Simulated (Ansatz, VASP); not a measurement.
# Ni: VASP beside Ansatz

```
Ni
1.0
     0.00000    1.74908    1.74908
     1.74908    0.00000    1.74908
     1.74908    1.74908    0.00000
Ni
1
Direct
  0.00000 0.00000 0.00000
```

Alike in both runs: task single point; functional r2SCAN; k mesh 13 × 13 × 13; occupations fermi-dirac, width 0.05 eV; collinear spin.

|  | VASP | Ansatz |
| --- | --- | --- |
| version | VASP 6.6.1 | Ansatz 0.2.0 |
| potentials or method | VASP PAW PBE potentials, release 64 (Ni) | Ansatz PAW |
| plane-wave cutoff (eV) | 520 | 500 |
| valence electrons in the cell | 10 | 18 |

Ansatz gave:

| Property | Result |
| --- | --- |
| gap on the k mesh at the Fermi level (eV) | none |
| pressure (GPa) | -3.9 |
| net moment per atom (μB) | 0.73 |
| size of the moment on the site where the two differ most (μB) | 0.79 |

Q: Estimate VASP's values.

A: gap on the k mesh at the Fermi level (eV): none; pressure (GPa): -3.8; net moment per atom (μB): 0.69; size of the moment on the site where the two differ most (μB): 0.71.

Site moments also hang on the region over which each program counts them. A gap of «none» marks a metal or a gap that the smearing closes. The two sets of potentials don't hold the same shells in valence.

Caveats: the PAW data sets were made with another functional, which shifts forces and pressure a little (VASP); the magnetic or orbital state may not be the lowest (Ansatz); the PAW data sets come from PBE, with cores solved anew for the run's functional, which leaves a small shift of forces and pressure (Ansatz).
